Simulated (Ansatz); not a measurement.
Cold compression of Au (diamond type)

```
Au
1.0
     0.00000    3.08147    3.08147
     3.08147    0.00000    3.08147
     3.08147    3.08147    0.00000
Au
2
Cartesian
  -0.7704 -0.7704 -0.7704
  0.7704 0.7704 0.7704
```

The cell comes from a relaxation on PAW files under the same functional, begun from a prototype that needn't be the stable phase.

Its volume is scaled at fixed shape and fractional positions.

Computed with Ansatz 0.2.0; functional PBE, scalar-relativistic. Settings: a Γ-centred 12×12×12 k mesh, Fermi–Dirac smearing of 0.05 eV, no spin polarisation. Methods: LAPW: all electrons, basis error target 1 meV/atom; PAW: frozen-core files, cutoff 420 eV; crystal datasets: all electrons, by PAW datasets that the program makes for each cell; norm-conserving: pseudopotentials, cutoff 1034 eV.

Energies are extrapolated to zero smearing and count from the unscaled cell; pressure is positive in compression; gaps take the mesh and a band path. No temperature or zero-point motion is included.

Spin–orbit coupling is left out, which matters for the heavy atoms.

```csv
V/V0,V (Å³/atom),P LAPW (GPa),ΔE LAPW (eV/atom),P PAW − LAPW (GPa),ΔE PAW − LAPW (meV/atom)
1.00,29.26,0.04,0.000,-0.01,0.0
0.88,25.75,9.82,0.095,-0.03,-0.4
0.78,22.82,26.9,0.413,-0.07,-1.3
0.68,19.90,61.3,1.180,-0.12,-2.9
0.58,16.97,133.1,2.873,-0.17,-5.5
0.50,14.63,?,5.574,-0.29,-8.5
0.43,12.58,?,9.879,-0.70,-14.0
```

(1) Give the missing entry: row "0.50", column "P LAPW (GPa)".

(2) What belongs in the row "0.43", column "P LAPW (GPa)"?

(3) Fit the Vinet equation to the LAPW pressures over the whole range, with residuals weighted by 1/(|P| + 0.03·Pmax).

(4) From the table, what is the rise of the enthalpy H = E + pV up to the last row, and how stiff is the crystal between the last two rows?

(5) At the smallest volume, how far do crystal datasets and norm-conserving lie from LAPW in pressure?

(6) How do the Löwdin populations by LAPW change from the unscaled cell to the last row?

## Answers

(1) 249.5.

(2) 444.7.

(3) V0 = 29.29 Å³/atom, B0 = 51.2 GPa and B0′ = 6.17, and the fit misses no point by more than 0.99 GPa. A fit over so wide a range pins B0 less well than one near rest.

(4) ΔH = 9.879 eV + (444.7 GPa × 12.58 Å³ − 0.04 GPa × 29.26 Å³) × 0.006242 eV/(GPa·Å³) = 44.79 eV/atom, of which pV makes 78 %. The mean bulk modulus there is −ΔP/Δln V = 1290 GPa.

(5) crystal datasets: 0.00 GPa; norm-conserving: +1.33 GPa, on a LAPW pressure of 444.7 GPa.

(6) Au 5s 1.99 → 1.96, Au 6s 1.15 → 1.18, Au 5d 9.78 → 9.67 electrons an atom. These are projections on the shells that the free atoms fill; 0.16 e a cell lies outside them at the start and 0.39 e at the end.
